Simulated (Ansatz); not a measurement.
# TiO2: a single-point run

Aim: a sound single-point run of TiO2. The structure is shown as the input types it. The cell is built on a prototype (fluorite) and needn't be the phase found in nature.

Method: density functional or hybrid calculation with the settings of its input, plane waves (as first typed), in Ansatz 0.2.0.

3 further runs of the same task are left out: 3 that didn't finish. Runs told in other sessions of the task aren't counted.

## 1. Starting point

Symmetry: Fm-3m, No. 225, cubic system. The conventional cell has a = 4.794 Å, b = 4.794 Å, c = 4.794 Å, α = 90.00°, β = 90.00°, γ = 90.00°. Ti (site symmetry m-3m) is surrounded by 8 O at 2.08 Å. O (site symmetry -43m) has 4 Ti at 2.08 Å in its first shell of neighbours.

The input asks for a charge of +0.1 e on the cell.

Coordinates:

```
Ti O
1.0
     0.00000    2.39683    2.39683
     2.39683    0.00000    2.39683
     2.39683    2.39683    0.00000
Ti O
1 2
Cartesian
  0.0000 0.0000 0.0000
  1.1984 1.1984 1.1984
  3.5952 3.5952 3.5952
```

## 2. The calculation

The input, input.yaml:

```yaml
crystal:
  lattice:
    - [0.0, 2.3968272579, 2.3968272579]
    - [2.3968272579, 0.0, 2.3968272579]
    - [2.3968272579, 2.3968272579, 0.0]
  atoms:
    - { symbol: Ti, position: [0.0, 0.0, 0.0] }
    - { symbol: O, position: [0.25, 0.25, 0.25] }
    - { symbol: O, position: [0.75, 0.75, 0.75] }
kpoints:
  mp_grid: { grid: [6, 6, 6] }
hamiltonian:
  xc: r2scan
scf:
  occupations: { method: fixed }
  n_extra_bands: 4
  max_iter: 75
output:
  forces: true
  stress: true
  eigenvalues: true
total_charge: 0.1
```

The run is started by

```sh
$ ansatz run input.yaml --threads 4 --pin off --max-ram 3686MiB --backend cpu --events-out ev --progress --plain --runs-dir out
```

What happens when this is run?

The run ended at the input check. It says: «inconsistent input (total_charge, scf.occupations.method): 0.1 gives a fractional electron count (23.900) which fixed/explicit occupations and the σ = 0 step fill (a smearing width below the step floor) cannot realise ...»

The typed charge leaves an electron count that fixed occupations can't fill in whole bands.

Remedy: remove the charge, or use smearing if the charged cell is meant.
